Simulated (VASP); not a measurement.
# K (P6/mmm) in VASP: a series of runs, part 2 of 3

VASP 6.6.1. Earlier steps stand in the parts before.

### 3 Single point, LDA

This run uses another cell than the first one, of 67.33 Å³/atom, 1.040 times its volume.

Contents of INCAR:

```
PREC = Accurate
ENCUT = 520
EDIFF = 1E-7
ISMEAR = -1
SIGMA = 0.1
LREAL = False
LASPH = True
NELM = 80
ALGO = Fast
ISIF = 2
LWAVE = False
LCHARG = False
GGA = CA
NBANDS = 20
```

Contents of KPOINTS:

```
regular mesh
0
Gamma
  6 6 8
```

Contents of POSCAR:

```
K
1.0
    7.3161065693      0.0000000000      0.0000000000
   -3.6580532847      6.3359341458      0.0000000000
    0.0000000000      0.0000000000      4.3574976449
K
3
Direct
    1.0000000000      1.0000000000      0.0000000000
    0.3333333333      0.6666666667      0.5000000000
    0.6666666667      0.3333333333      0.5000000000
```

Potentials or basis: VASP PAW LDA potentials, release 64 (K_sv).

The run is started by

```
$ cat potpaw_LDA.64/K_sv/POTCAR > POTCAR
$ mpirun -np 1 vasp_std > vasp.out
```

It took 1.9 min on 1 thread of AMD EPYC 9R45 (Zen 5), shared host; peak memory 0.24 GiB.

Results (log left out):

- Free energy: -3.4970 eV
- Pressure: -0.2 GPa
- Band gap on the k mesh: none (metal or under the smearing width)

Levels at points of the mesh, in eV from the Fermi level:
```csv
k point,band 9,band 10,band 11,band 12,band 13,band 14,band 15,band 16,band 17,band 18
"(0.00, 0.00, 0.00)",-15.48,-15.43,-15.43,-15.41,-2.30,1.19,1.19,1.20,1.20,1.44
"(0.50, 0.00, 0.00)",-15.48,-15.44,-15.43,-15.41,-1.25,-1.25,0.36,0.73,2.68,2.83
"(0.00, 0.00, 0.50)",-15.49,-15.49,-15.43,-15.43,-0.27,-0.11,1.75,1.75,1.87,1.87
"(0.50, 0.00, 0.50)",-15.48,-15.48,-15.43,-15.43,0.49,0.51,0.74,0.78,1.54,1.90
```

### 4 Single point, LDA

Contents of INCAR:

```
SYSTEM = K
  ALGO = Normal
  EDIFF = 1E-6
  ENCUT = 520
  ISIF = 2
  ISMEAR = -1
  LASPH = .True.
  LCHARG = .False.
  LREAL = .False.
  LWAVE = .False.
  NBANDS = 20
  NELM = 60
  PREC = Accurate
  SIGMA = 0.1
```

Contents of KPOINTS:

```
k-points
0
Gamma
  5 5 7
  0 0 0
```

Contents of POSCAR:

```
K
1.0
    7.2210814426      0.0000000000      0.0000000000
   -3.6105407213      6.2536399721      0.0000000000
    0.0000000000      0.0000000000      4.3009003603
K
3
Direct
    1.0000000000      1.0000000000      0.0000000000
    0.3333333333      0.6666666667      0.5000000000
    0.6666666667      0.3333333333      0.5000000000
```

Potentials or basis: VASP PAW LDA potentials, release 64 (K_sv).

The run is started by

```
$ cat potpaw_LDA.64/K_sv/POTCAR > POTCAR
$ mpirun -np 1 vasp_std > vasp.out
```

OUTCAR:

```text
SYSTEM = K
   EDIFF = 1E-6
   ENCUT = 520
   ISIF = 2
   ISMEAR = -1
   LASPH = .True.
   LREAL = .False.
   NELM = 60
   PREC = Accurate

 ion  position               nearest neighbor table
   1  0.000  0.000  0.000-
   2  0.333  0.667  0.500-
   3  0.667  0.333  0.500-

  LATTYP: Found a hexagonal cell.
 ALAT       =     7.2210814426
 C/A-ratio  =     0.5956033587

  Lattice vectors:

 A1 = (   7.2210814426,   0.0000000000,   0.0000000000)
 A2 = (  -3.6105407213,   6.2536399721,   0.0000000000)
 A3 = (   0.0000000000,   0.0000000000,   4.3009003603)

Analysis of symmetry for initial positions (statically):
=====================================================================
 Subroutine PRICEL returns:
 Original cell was already a primitive cell.

 Routine SETGRP: Setting up the symmetry group for a
 hexagonal supercell.

 Subroutine GETGRP returns: Found 24 space group operations
 (whereof 24 operations were pure point group operations)
 out of a pool of 24 trial point group operations.

The static configuration has the point symmetry D_6h.

Analysis of symmetry for dynamics (positions and initial velocities):
=====================================================================
 Subroutine PRICEL returns:
 Original cell was already a primitive cell.

 Routine SETGRP: Setting up the symmetry group for a
 hexagonal supercell.

 Subroutine GETGRP returns: Found 24 space group operations
 (whereof 24 operations were pure point group operations)
 out of a pool of 24 trial point group operations.

The dynamic configuration has the point symmetry D_6h.

 Subroutine INISYM returns: Found 24 space group operations
 (whereof 24 operations are pure point group operations),
 and found     1 'primitive' translations

----------------------------------------------------------------------------------------

                                     Primitive cell

  volume of cell :     194.2202

  direct lattice vectors                    reciprocal lattice vectors
     7.221081443  0.000000000  0.000000000     0.138483412  0.079953435  0.000000000
    -3.610540721  6.253639972  0.000000000     0.000000000  0.159906871  0.000000000
     0.000000000  0.000000000  4.300900360     0.000000000  0.000000000  0.232509455

  length of vectors
     7.221081443  7.221081443  4.300900360     0.159906871  0.159906871  0.232509455

  position of ions in fractional coordinates (direct lattice)
     0.000000000  0.000000000  0.000000000
     0.333333333  0.666666667  0.500000000
     0.666666667  0.333333333  0.500000000

  ion indices of the primitive-cell ions
   primitive index   ion index
                 1           1
                 2           2
                 3           3

----------------------------------------------------------------------------------------

 KPOINTS: k-points

Automatic generation of k-mesh.
 Grid dimensions read from file:
 generate k-points for:    5    5    7

 Generating k-lattice:

  Cartesian coordinates                     Fractional coordinates (reciprocal lattice)
     0.027696682  0.015990687  0.000000000     0.200000000  0.000000000  0.000000000
     0.000000000  0.031981374  0.000000000     0.000000000  0.200000000  0.000000000
     0.000000000  0.000000000  0.033215636     0.000000000  0.000000000  0.142857143

  Length of vectors
     0.031981374  0.031981374  0.033215636

  Shift w.r.t. Gamma in fractional coordinates (k-lattice)
     0.000000000  0.000000000  0.000000000

 Subroutine IBZKPT returns following result:
 ===========================================

 Found     20 irreducible k-points:

 Following reciprocal coordinates:
            Coordinates               Weight
  0.000000  0.000000  0.000000      1.000000
  0.200000  0.000000  0.000000      6.000000
  0.400000 -0.000000  0.000000      6.000000
  0.200000  0.200000  0.000000      6.000000
  0.400000  0.200000  0.000000      6.000000
  0.000000  0.000000  0.142857      2.000000
[... 12 lines left out ...]
  0.200000  0.200000  0.428571     12.000000
  0.400000  0.200000  0.428571     12.000000
   k-points           NKPTS =     20   k-points in BZ     NKDIM =     20   number of bands    NBANDS=     20
   number of dos      NEDOS =    301   number of ions     NIONS =      3
   total plane-waves  NPLWV =  93312
   dimension x,y,z NGX =    54 NGY =   54 NGZ =   32
   dimension x,y,z NGXF=   108 NGYF=  108 NGZF=   64
   ions per type =               3
   NGX,Y,Z   is equivalent  to a cutoff of  12.43, 12.43, 12.37 a.u.
   NGXF,Y,Z  is equivalent  to a cutoff of  24.86, 24.86, 24.74 a.u.
 SYSTEM =  K
   PREC   = accura    normal or accurate (medium, high low for compatibility)
   ISTART =      0    job   : 0-new  1-cont  2-samecut
   ICHARG =      2    charge: 1-file 2-atom 10-const
   ISPIN  =      1    spin polarized calculation?
   LNONCOLLINEAR =      F non collinear calculations
   LSORBIT =      F    spin-orbit coupling
   LASPH  =      T    aspherical Exc in radial PAW
   ENCUT  =  520.0 eV  38.22 Ry    6.18 a.u.  13.43 13.43  8.00*2*pi/ulx,y,z
   NELM   =     60;   NELMIN=  2; NELMDL= -5     # of ELM steps
   EDIFF  = 0.1E-05   stopping-criterion for ELM
   LREAL  =      F    real-space projection
   EDIFFG = 0.1E-04   stopping-criterion for IOM
   NSW    =      0    number of steps for IOM
   IBRION =     -1    ionic relax: 0-MD 1-quasi-New 2-CG
   NFREE  =      0    steps in history (QN), initial steepest desc. (CG)
   ISIF   =      2    stress and relaxation
   ISYM   =      2    0-nonsym 1-usesym 2-fastsym
   POTIM  = 0.5000    time-step for ionic-motion
   TEBEG  =    0.0;   TEEND  =   0.0 temperature during run
   PSTRESS=    0.0 pullay stress
   NELECT =      27.0000    total number of electrons
   NUPDOWN=      -1.0000    fix difference up-down
   EMIN   =  10.00;   EMAX   =-10.00  energy-range for DOS
   EFERMI =   0.00;   METHOD = LEGACY
   ISMEAR =    -1;   SIGMA  =   0.10  broadening in eV -4-tet -1-fermi 0-gaus
   EFERMI_NEDOS =   21; number of points for ismear=-14 and -15
   IALGO  =     38    algorithm
   IMIX   =      4    mixing-type and parameters
     AMIX     =   0.40;   BMIX     =  1.00
     AMIX_MAG =   1.60;   BMIX_MAG =  1.00
  volume/ion in A,a.u.               =      64.74       436.89
  Fermi-wavevector in a.u.,A,eV,Ry     =   0.848069  1.602618  9.785599  0.719221
  Thomas-Fermi vector in A             =   1.963675
   LORBIT       =      0    0 simple, 1 ext, 2 COOP (PROOUT), +10 PAW based schemes
   GGA     = CA    functional components
   LHFCALC =     F    Hartree Fock is set to
   AEXX    =    0.0000 exact exchange contribution
   IVDW    =     0    specifies the selected vdW correction
   LEPSILON=     F    determine dielectric tensor
   LRPA    =     F    only Hartree local field effects (RPA)
 non-spin polarized calculation
  energy-cutoff  :      520.00
  volume of cell :      194.22
 maximum number of plane-waves:      5266
 NGX is ok and might be reduce to    54
   NGX = 27   NGY = 27   NGZ = 15

 number of electron      27.0000005 magnetization

 Free energy of the ion-electron system (eV)
  ---------------------------------------------------
  ext. energy  EPLUGINS =         0.00000000
  ---------------------------------------------------
  free energy    TOTEN  =        -3.50942644 eV

  energy without entropy =       -3.44368491  energy(sigma->0) =       -3.47655568

 E-fermi :  -0.0403     XC(G=0):  -6.2063

 val. band max:       -0.0833713091   @ k =   0.2000   0.2000   0.1429
 cond. band min:       0.1855370303   @ k =   0.2000   0.0000   0.0000
 fundamental gap:      0.2689083394
 Fermi energy:        -0.0403422122

 k-point     1 :       0.0000    0.0000    0.0000
  band No.  band energies     occupation
      1     -31.8091      2.00000
      2     -31.7987      2.00000
      3     -31.7092      2.00000
      4     -15.5710      2.00000
      5     -15.5710      2.00000
      6     -15.5008      2.00000
[... 12 lines left out ...]
     19       1.7160      0.00000
     20       3.7450      0.00000
[... 415 lines left out ...]
 k-point    20 :       0.4000    0.2000    0.4286
  band No.  band energies     occupation
      1     -31.8006      2.00000
      2     -31.7985      2.00000
      3     -31.7050      2.00000
      4     -15.5745      2.00000
      5     -15.5672      2.00000
      6     -15.5605      2.00000
[... 12 lines left out ...]
     19       2.6536      0.00000
     20       3.3378      0.00000

------------------------ aborting loop because EDIFF is reached ----------------------------------------

  FORCE on cell =-STRESS in cart. coord.  units (eV):
  Direction    XX          YY          ZZ          XY          YZ          ZX
  --------------------------------------------------------------------------------------
  -------------------------------------------------------------------------------------
  Total       -0.0319605     -0.0319605     -0.0308466      0.0000000     -0.0000000      0.0000000
  in kB       -0.2636513     -0.2636513     -0.2544626      0.0000000     -0.0000000      0.0000000
  external PRESSURE =      -0.2605884 kB  Pullay stress =       0.0000000 kB

 VOLUME and BASIS-vectors are now :
 -----------------------------------------------------------------------------
  energy-cutoff  :      520.00
  volume of cell :      194.22
      direct lattice vectors                 reciprocal lattice vectors
     7.221081443  0.000000000  0.000000000     0.138483412  0.079953435  0.000000000
    -3.610540721  6.253639972  0.000000000     0.000000000  0.159906871  0.000000000
     0.000000000  0.000000000  4.300900360     0.000000000  0.000000000  0.232509455

 POSITION                                       TOTAL-FORCE (eV/Angst)
 -----------------------------------------------------------------------------------
      0.00000      0.00000      0.00000         0.000000     -0.000000      0.000000
     -0.00000      4.16909      2.15045        -0.000000      0.000000      0.000000
      3.61054      2.08455      2.15045         0.000000     -0.000000      0.000000
 -----------------------------------------------------------------------------------
    total drift:                                0.000000      0.000000      0.000000

  FREE ENERGIE OF THE ION-ELECTRON SYSTEM (eV)
  ---------------------------------------------------
  free  energy   TOTEN  =        -3.5094264433 eV

  energy  without entropy=       -3.4436849071  energy(sigma->0) =       -3.47655568
```

OSZICAR:

```text
N       E                     dE             d eps       ncg     rms          rms(c)
DAV:   1     0.197876847602E+03    0.19788E+03   -0.11096E+04   800   0.109E+03
DAV:   2     0.122873481791E+02   -0.18559E+03   -0.18156E+03   872   0.340E+02
DAV:   3    -0.256477695891E+01   -0.14852E+02   -0.14715E+02  1312   0.708E+01
DAV:   4    -0.348930344724E+01   -0.92453E+00   -0.91781E+00  1236   0.149E+01
DAV:   5    -0.351499750260E+01   -0.25694E-01   -0.25687E-01  1192   0.237E+00    0.426E+00
DAV:   6    -0.351084131782E+01    0.41562E-02   -0.10374E-02  1204   0.686E-01    0.268E+00
DAV:   7    -0.350944131520E+01    0.14000E-02   -0.12053E-02  1432   0.590E-01    0.155E-01
DAV:   8    -0.350941211848E+01    0.29197E-04   -0.14105E-03  1104   0.312E-01    0.413E-02
DAV:   9    -0.350942131938E+01   -0.92009E-05   -0.73534E-05  1224   0.496E-02    0.167E-02
DAV:  10    -0.350942572748E+01   -0.44081E-05   -0.81775E-06  1080   0.171E-02    0.458E-03
DAV:  11    -0.350942644328E+01   -0.71580E-06   -0.90073E-07   744   0.925E-03
   1 F= -.35094264E+01 E0= -.34765557E+01  d E =-.657415E-01
```

Run time: 33 s. Hardware: 1 thread of AMD EPYC 9R45 (Zen 5), shared host; peak memory 0.21 GiB.

Results:

- Free energy: -3.5094 eV
- Pressure: 0.0 GPa
- Band gap on the k mesh: none (metal or under the smearing width)

(Part 2 of 3 ends here.)
